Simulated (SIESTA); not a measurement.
Zr under changes of volume

One of the cells (23.746 Å³/atom); the others are scaled copies at fixed shape and fractional positions:

```
Zr
1.0
     3.25340    0.00000    0.00000
    -1.62670    2.81753    0.00000
     0.00000    0.00000    5.18109
Zr
2
Direct
  0.66667 0.33333 0.75000
  0.33333 0.66667 0.25000
```

* Program: SIESTA 5.4.2
* Functional: PBEsol
* Potentials or basis: PseudoDojo 0.4 standard (PBEsol files)
* Basis: DZP (energy shift 0.003 Ry; two zetas on semicore shells)
* Grid cutoff: 800 Ry
* Energy shift: 0.003 Ry
* k mesh: 9 × 9 × 5
* Occupations: fermi-dirac, width 0.05 eV
* Spin: no spin polarisation

| volume (Å³/atom) | energy over the lowest point (meV/atom) | pressure (GPa) |
| --- | --- | --- |
| 21.884 | 8.96 | 3.8 |
| 22.350 | 1.33 | 1.5 |
| 22.815 | 0.00 | -0.6 |
| 23.746 | ? | ? |
| 24.212 | 28.92 | -5.9 |
| 24.678 | 48.12 | -7.4 |

**Question.** What does the run at 23.746 Å³/atom give?

**Answer.** Energy over the lowest point 14.23 meV/atom; pressure -4.3 GPa.

Worked out: A Birch-Murnaghan fit of order 3 (a polynomial in V^(-2/3)) to the other rows has its minimum at 22.68 Å³/atom with B0 = V·E''(V) = 99 GPa and B' = 3.1 at fixed shape and positions, which overstates the stiffness. It gives 14.23 meV/atom at 23.746 Å³/atom, against the run's 14.23, and -dE/dV = -4.2 GPa, against -4.3.

Energies are extrapolated to zero smearing.

Caveats: the basis of atomic orbitals isn't converged, which shifts pressures, moduli and gaps.
